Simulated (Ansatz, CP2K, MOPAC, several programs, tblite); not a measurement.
Energy against volume for zincblende SnSe, at fixed shape and fractional coordinates, computed by several methods (PBE and r2SCAN, where shown, with plane waves in Ansatz); the cell shown is that of r2SCAN. The symmetry is F-43m (No. 216, cubic); conventional cell a = 6.728 Å, 38.07 Å³ an atom. Sn has 4 Se at 2.91 Å; Se has 4 Sn at 2.91 Å. These are computed values for a spin-unpolarised cell that may be hypothetical; none is a measurement. Energies count from each curve's lowest point; fits are third-order Birch-Murnaghan.

```
Sn Se
1.0
     0.00000    3.36398    3.36398
     3.36398    0.00000    3.36398
     3.36398    3.36398    0.00000
Sn Se
1 1
Cartesian
  0.0000 0.0000 0.0000
  1.6820 1.6820 1.6820
```

Question: PBE, on the shape of its own relaxed cell, gives
```
V (Å³/atom)  E (meV/atom)
     36.593         15.16
     37.760          3.77
     38.928          0.00
     40.096          3.02
     41.264         11.93
```
What equilibrium volume and bulk modulus follow?

Answer: V₀ = 38.97 Å³ an atom and B₀ = 31 GPa.

GFN1-xTB (tblite), on the shape of the cell shown, as a cluster of 64 atoms at the zone centre:

| V (Å³/atom) | E (meV/atom) |
| --- | --- |
| 33.500 | 0.00 |
| 35.784 | 44.85 |
| 38.068 | 130.09 |
| 40.352 | 253.54 |
| 42.636 | 402.58 |

The lowest point is an end point, so the minimum isn't bracketed.

light PBE (260 eV, its own mesh), on the shape of the cell shown:
```csv
V (Å³/atom),E (meV/atom)
35.023,32.41
36.545,18.89
38.068,10.53
39.591,0.00
41.114,9.89
42.636,45.39
```
The points scatter about a smooth fit, as a low cutoff and a light mesh can make them, so no fit is quoted.

PBE/SZV (CP2K), on the shape of the cell shown:
```csv
V (Å³/atom),E (meV/atom)
33.500,265.92
35.784,123.87
38.068,41.82
40.352,4.32
42.636,0.00
```
The lowest point is an end point, so the minimum isn't bracketed.

PM7 (MOPAC), on the shape of the cell shown, as a cluster of 64 atoms at the zone centre:
```tsv
V (Å³/atom)	E (meV/atom)
33.500	0.00
35.784	219.69
38.068	438.72
40.352	658.72
42.636	880.33
```
The lowest point is an end point, so the minimum isn't bracketed.
